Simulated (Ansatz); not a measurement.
# CdS (P6_3mc): the host for defect calculations, part 2 of 2

Before any defect goes in: CdS (P6_3mc) at rest, and how it screens a charge.

Ansatz 0.2.0; plane-wave PAW DFT, r2SCAN; relaxation of the host's cell and atoms; PAW set soft_1 (the session's first sound run).

So far. Step 3 (Dielectric tensors of the host): The principal values of the electronic dielectric tensor are 6.29, 6.29 and 6.38. The principal values of the static dielectric tensor are 9.82, 9.82 and 10.49.

## 6. Defect free supercell relaxed from its symmetric sites

This cell, the one that will hold the defects, is built from the relaxed host. Its coarser k-points can move the atoms a little, so it is relaxed from the symmetric sites, as the reference for the test of stability.

This step: plane-wave PAW DFT, r2SCAN; relaxation of the defect-free supercell from its symmetric sites; PAW set soft_1 (Ansatz 0.2.0).

Input file pristine.symmetric/input.yaml:

```yaml
crystal:
  lattice:
    - [12.4916781419, -8.65e-08, 0.0]
    - [-6.245838996, 10.81811065, 0.0]
    - [0.0, 0.0, 13.5350159308]
  atoms:
    - { symbol: Cd, position: [0.2222222222, 0.1111111111, 0.2500526124] }
    - { symbol: Cd, position: [0.1111111111, 0.2222222222, 5.26124e-05] }
    - { symbol: S, position: [0.2222222222, 0.1111111111, 0.4384473876] }
    - { symbol: S, position: [0.1111111111, 0.2222222222, 0.1884473876] }
    - { symbol: Cd, position: [0.2222222222, 0.1111111111, 0.7500526124] }
    - { symbol: Cd, position: [0.1111111111, 0.2222222222, 0.5000526124] }
    - { symbol: S, position: [0.2222222222, 0.1111111111, 0.9384473876] }
    - { symbol: S, position: [0.1111111111, 0.2222222222, 0.6884473876] }
    - { symbol: Cd, position: [0.2222222222, 0.4444444444, 0.2500526124] }
    - { symbol: Cd, position: [0.1111111111, 0.5555555556, 5.26124e-05] }
    - { symbol: S, position: [0.2222222222, 0.4444444444, 0.4384473876] }
    - { symbol: S, position: [0.1111111111, 0.5555555556, 0.1884473876] }
    - { symbol: Cd, position: [0.2222222222, 0.4444444444, 0.7500526124] }
    - { symbol: Cd, position: [0.1111111111, 0.5555555556, 0.5000526124] }
    - { symbol: S, position: [0.2222222222, 0.4444444444, 0.9384473876] }
    - { symbol: S, position: [0.1111111111, 0.5555555556, 0.6884473876] }
    - { symbol: Cd, position: [0.2222222222, 0.7777777778, 0.2500526124] }
    - { symbol: Cd, position: [0.1111111111, 0.8888888889, 5.26124e-05] }
    - { symbol: S, position: [0.2222222222, 0.7777777778, 0.4384473876] }
    - { symbol: S, position: [0.1111111111, 0.8888888889, 0.1884473876] }
    - { symbol: Cd, position: [0.2222222222, 0.7777777778, 0.7500526124] }
    - { symbol: Cd, position: [0.1111111111, 0.8888888889, 0.5000526124] }
    - { symbol: S, position: [0.2222222222, 0.7777777778, 0.9384473876] }
    - { symbol: S, position: [0.1111111111, 0.8888888889, 0.6884473876] }
    - { symbol: Cd, position: [0.5555555556, 0.1111111111, 0.2500526124] }
    - { symbol: Cd, position: [0.4444444444, 0.2222222222, 5.26124e-05] }
    - { symbol: S, position: [0.5555555556, 0.1111111111, 0.4384473876] }
    - { symbol: S, position: [0.4444444444, 0.2222222222, 0.1884473876] }
    - { symbol: Cd, position: [0.5555555556, 0.1111111111, 0.7500526124] }
    - { symbol: Cd, position: [0.4444444444, 0.2222222222, 0.5000526124] }
    - { symbol: S, position: [0.5555555556, 0.1111111111, 0.9384473876] }
    - { symbol: S, position: [0.4444444444, 0.2222222222, 0.6884473876] }
    - { symbol: Cd, position: [0.5555555556, 0.4444444444, 0.2500526124] }
    - { symbol: Cd, position: [0.4444444444, 0.5555555556, 5.26124e-05] }
    - { symbol: S, position: [0.5555555556, 0.4444444444, 0.4384473876] }
    - { symbol: S, position: [0.4444444444, 0.5555555556, 0.1884473876] }
    - { symbol: Cd, position: [0.5555555556, 0.4444444444, 0.7500526124] }
    - { symbol: Cd, position: [0.4444444444, 0.5555555556, 0.5000526124] }
    - { symbol: S, position: [0.5555555556, 0.4444444444, 0.9384473876] }
    - { symbol: S, position: [0.4444444444, 0.5555555556, 0.6884473876] }
    - { symbol: Cd, position: [0.5555555556, 0.7777777778, 0.2500526124] }
    - { symbol: Cd, position: [0.4444444444, 0.8888888889, 5.26124e-05] }
    - { symbol: S, position: [0.5555555556, 0.7777777778, 0.4384473876] }
    - { symbol: S, position: [0.4444444444, 0.8888888889, 0.1884473876] }
    - { symbol: Cd, position: [0.5555555556, 0.7777777778, 0.7500526124] }
    - { symbol: Cd, position: [0.4444444444, 0.8888888889, 0.5000526124] }
    - { symbol: S, position: [0.5555555556, 0.7777777778, 0.9384473876] }
    - { symbol: S, position: [0.4444444444, 0.8888888889, 0.6884473876] }
    - { symbol: Cd, position: [0.8888888889, 0.1111111111, 0.2500526124] }
    - { symbol: Cd, position: [0.7777777778, 0.2222222222, 5.26124e-05] }
    - { symbol: S, position: [0.8888888889, 0.1111111111, 0.4384473876] }
    - { symbol: S, position: [0.7777777778, 0.2222222222, 0.1884473876] }
    - { symbol: Cd, position: [0.8888888889, 0.1111111111, 0.7500526124] }
    - { symbol: Cd, position: [0.7777777778, 0.2222222222, 0.5000526124] }
    - { symbol: S, position: [0.8888888889, 0.1111111111, 0.9384473876] }
    - { symbol: S, position: [0.7777777778, 0.2222222222, 0.6884473876] }
    - { symbol: Cd, position: [0.8888888889, 0.4444444444, 0.2500526124] }
    - { symbol: Cd, position: [0.7777777778, 0.5555555556, 5.26124e-05] }
    - { symbol: S, position: [0.8888888889, 0.4444444444, 0.4384473876] }
    - { symbol: S, position: [0.7777777778, 0.5555555556, 0.1884473876] }
    - { symbol: Cd, position: [0.8888888889, 0.4444444444, 0.7500526124] }
    - { symbol: Cd, position: [0.7777777778, 0.5555555556, 0.5000526124] }
    - { symbol: S, position: [0.8888888889, 0.4444444444, 0.9384473876] }
    - { symbol: S, position: [0.7777777778, 0.5555555556, 0.6884473876] }
    - { symbol: Cd, position: [0.8888888889, 0.7777777778, 0.2500526124] }
    - { symbol: Cd, position: [0.7777777778, 0.8888888889, 5.26124e-05] }
    - { symbol: S, position: [0.8888888889, 0.7777777778, 0.4384473876] }
    - { symbol: S, position: [0.7777777778, 0.8888888889, 0.1884473876] }
    - { symbol: Cd, position: [0.8888888889, 0.7777777778, 0.7500526124] }
    - { symbol: Cd, position: [0.7777777778, 0.8888888889, 0.5000526124] }
    - { symbol: S, position: [0.8888888889, 0.7777777778, 0.9384473876] }
    - { symbol: S, position: [0.7777777778, 0.8888888889, 0.6884473876] }
basis:
  ecutwfc: 500
  xc_grid: 2
hamiltonian:
  xc: r2scan
  pseudopotentials: { kind: paw, azcp: { folder: soft_1 } }
kpoints:
  mp_grid: { grid: [1, 1, 1], shift: [0.25, 0.25, 0.25] }
scf:
  occupations: { method: fermi_dirac, width: 0.01 }
  max_iter: 80
output:
  forces: true
relax:
  f_tol: 0.01
  max_steps: 60
  escape_saddle: false
checkpoint:
  write: "../pristine.symmetric.run"
  compress: false
  write_wavefunctions: false
  write_every: 100000
```

Command:

```
> ansatz run input.yaml --threads 32 --pin off --max-ram 56524MiB --backend cuda --events-out ev --progress --plain --runs-dir out --max-vram 78GiB
```

Log:

```text
[...]
Crystal: 72 atoms, lattice volume = 1829.073 Å³
Basis set: ecut = 500 eV, 46549 PW (Γ), exchange–correlation on 192×192×200 points (8 copies of the dense FFT grid, shifted against one another)
Bands: 562, of which v1, the nominal top of the filled ones, is band 468 counted from 1 (467 counted from 0)
[...]
k-points: 1
[...]
SCF iter   7: F=-330325.102042 eV  HF=-330325.102041 eV  |F-HF|=9.89e-7  |Δ(HF+E_count)|=   3.29e-5  Δρ=9.11e-6  dr2=1.90e-6  dr2_τ=7.46e-8  ethr=2.67e-10  ⟨swp⟩=3.0  Hψ=2114  notcnv=0
SCF 1 converged in 7 iterations: F = -330325.102042 eV  dr2 = 1.90e-6
[...]
relax step   1: F+E_penalty+E_count = -330325.10204164 eV  Δ(F+E_penalty+E_count) = +0.000e0 eV  max|allowed force component| = 1.741e-2 eV/Å  Δτ_max = 0.0000 Å  (7 SCF iters, dr2 threshold 2.50e-6 eV [...]
[...]
SCF iter   1: F=—  HF=-330325.050912 eV  |F-HF|=—  |Δ(HF+E_count)|=         —  Δρ=4.18e-4  dr2=1.97e-3  dr2_τ=7.17e-2  ethr=1.75e-7  ⟨swp⟩=3.0  Hψ=1593  notcnv=0  defer=70
automatic band count: iteration 1 solves 542 bands in place of 562: the levels show a gap, and the empty bands left out lie too high to hold charge; the band table lists the bands solved (type scf.n_e [...]
[...]
relax step   2: F+E_penalty+E_count = -330325.10455397 eV  Δ(F+E_penalty+E_count) = -2.512e-3 eV  max|allowed force component| = 7.701e-3 eV/Å  Δτ_max = 0.0043 Å  (6 SCF iters, accepted)
[...]
SCF 3 converged in 2 iterations: F = -330325.104554 eV  dr2 = 1.07e-8
SCF converged after 2 iterations
[...]
```

It took 3.9 s on 1 × NVIDIA GB200 with 32 threads of Arm Neoverse V2, shared host; peak memory 1.6 GiB.

No atom moved by 0.005 Å in the relaxation.

## 7. Defect free supercell relaxed from displaced atoms

This step: plane-wave PAW DFT, r2SCAN; relaxation of the defect-free supercell from random displacements, a test of the host's stability; PAW set soft_1 (Ansatz 0.2.0).

pristine.rattled/input.yaml, as its differences from pristine.symmetric/input.yaml of step 6:

```diff
@@ -93,6 +93,6 @@
   f_tol: 0.01
-  max_steps: 60
-  escape_saddle: false
+  max_steps: 120
+  random_displacement: { amplitude: 0.08, seed: 9887 }
 checkpoint:
-  write: "../pristine.symmetric.run"
+  write: "../pristine.rattled.run"
   compress: false
```

Log:

```text
[...]
Crystal: 72 atoms, lattice volume = 1829.073 Å³
Basis set: ecut = 500 eV, 46549 PW (Γ), exchange–correlation on 192×192×200 points (8 copies of the dense FFT grid, shifted against one another)
Bands: 562, of which v1, the nominal top of the filled ones, is band 468 counted from 1 (467 counted from 0)
[...]
k-points: 1
[...]
SCF 1 converged in 8 iterations: F = -330323.487287 eV  dr2 = 6.41e-7
[...]
relax step   1: F+E_penalty+E_count = -330323.48728692 eV  Δ(F+E_penalty+E_count) = +0.000e0 eV  max|allowed force component| = 1.119e0 eV/Å  Δτ_max = 0.0000 Å  (8 SCF iters, dr2 threshold 2.50e-6 eV, [...]
[...]
relax step   5: F+E_penalty+E_count = -330325.10523080 eV  Δ(F+E_penalty+E_count) = -6.458e-4 eV  max|allowed force component| = 3.555e-3 eV/Å  Δτ_max = 0.0065 Å  (6 SCF iters, accepted)
[...]
SCF 6 converged in 2 iterations: F = -330325.105231 eV  dr2 = 1.14e-8
[...]
SCF converged after 2 iterations
[...]
```

Run time: 5.6 s. Hardware: 1 × NVIDIA GB200 with 32 threads; peak memory 1.6 GiB.

Step by step:

| step | energy less that of the first step (eV) | largest force component (eV/Å) |
| --- | --- | --- |
| 1 | 0.0000 | 1.1193 |
| 2 | -1.4417 | 0.2950 |
| 3 | -1.6165 | 0.0177 |
| 4 | -1.6173 | 0.0147 |
| 5 | -1.6179 | 0.0036 |

The atoms that moved most (Å, from the sites as typed, ahead of the random displacement, the mean shift of all atoms taken out):

| atom | dx | dy | dz | length |
| --- | --- | --- | --- | --- |
| Cd45 | 0.010 | -0.005 | -0.003 | 0.011 |
| Cd61 | 0.009 | -0.005 | -0.003 | 0.011 |
| Cd65 | 0.009 | -0.005 | -0.003 | 0.011 |
| Cd37 | 0.009 | -0.005 | -0.002 | 0.011 |
| Cd30 | -0.009 | 0.006 | -0.003 | 0.011 |
| Cd46 | -0.009 | 0.005 | -0.001 | 0.010 |
| Cd70 | -0.009 | 0.005 | -0.003 | 0.010 |
| Cd6 | -0.009 | 0.005 | -0.001 | 0.010 |

The relaxation ends 22 meV an atom lower than the displaced start, with a largest force component of 0.0036 eV/Å.

## 8. Summary of results

* primitive cell vectors, lengths: 4.164, 4.164, 6.768 Å
* electronic dielectric constant: principal values (6.29, 6.29, 6.38)
* static dielectric constant: principal values (9.82, 9.82, 10.49)
* gap on the k-mesh of the response run (PBEsol): 1.03 eV
* supercell relaxed in its symmetry less the displaced and relaxed one: 0.001 eV
* energy an atom at one point at (¼, ¼, ¼) less that on the dense mesh: -0.011 eV

Step 7: The energy fell by 1.618 eV from the randomly displaced start; against the sites as typed, Cd45 ends farthest off, by 0.01 Å, once the mean shift is taken out. The displaced cell ends within 0.01 eV of the symmetric one relaxed in its symmetry, so no lower structure shows in this supercell. The k-mesh can miss the band edges, so this gap is an upper bound at this level. All at zero temperature.

[Logs are printed without paths, hosts, clocks, repeated set-up lines and the standing remarks that a program may print on its own settings, such as how far it seeks lower states.]

[Hosts, paths, dates, database ids (printed as entryN), source tags and the programs' standing remarks are cut or masked in the printed files.]

[Runs of the host that timed out are not shown.]

[For some hosts the program warned that the k-mesh of the response run may be too coarse for force constants and the static dielectric constant; such warnings are not always shown.]

[The program warned that the k-mesh of a response run behind this text may be too coarse: force constants, and the static dielectric constant and all else formed from them, are not shown converged.]
